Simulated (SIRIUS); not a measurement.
Crystal: SnTe.

```
CELL_PARAMETERS angstrom
0.00000 3.15085 3.15085
3.15085 0.00000 3.15085
3.15085 3.15085 0.00000
ATOMIC_POSITIONS crystal
Te 0.50000 0.50000 0.50000
Sn 0.00000 0.00000 0.00000
```

| Quantity | Value |
| --- | --- |
| Program | SIRIUS 7.10.0 |
| Task | relaxation of cell and atoms |
| Functional | PBE |
| Dispersion | D3 |
| Potentials or basis | PseudoDojo 0.4.1 PBE standard (scalar relativistic) |
| Cutoff | 1102 eV |
| Density cutoff | 4408 eV |
| k mesh | 3 × 3 × 3 |
| Occupations | fermi-dirac, width 0.05 eV |
| Spin | no spin polarisation |

At the start: pressure 1.2 GPa; volume 31.28 Å³/atom.

How do energy, volume and symmetry change on relaxing?

Over 3 steps the energy falls by 3.1 meV/atom and the volume is 32.07 Å³/atom (+2.5 %); space group Fm-3m (No. 225, to 0.05 Å).

Step by step:
| step | energy change (eV) | largest force (eV/Å) | pressure (GPa) | volume (Å³) |
| --- | --- | --- | --- | --- |
| 1 | 0.0000 | 0.0000 | 1.23 | 62.56 |
| 2 | -0.0023 | 0.0000 | 0.97 | 62.89 |
| 3 | -0.0062 | 0.0000 | 0.03 | 64.13 |

Final structure:
```cif
data_structure
_symmetry_space_group_name_H-M 'P 1'
_symmetry_Int_Tables_number 1
_cell_length_a 4.4930
_cell_length_b 4.4930
_cell_length_c 4.4930
_cell_angle_alpha 60.000
_cell_angle_beta 60.000
_cell_angle_gamma 60.000
_cell_volume 64.13
loop_
_atom_site_label
_atom_site_type_symbol
_atom_site_fract_x
_atom_site_fract_y
_atom_site_fract_z
_atom_site_occupancy
Te1 Te 0.50000 0.50000 0.50000 1
Sn1 Sn 0.00000 0.00000 0.00000 1
```

Caveat: the k mesh is coarse (spacing up to 0.58 Å⁻¹), so the values aren't converged.
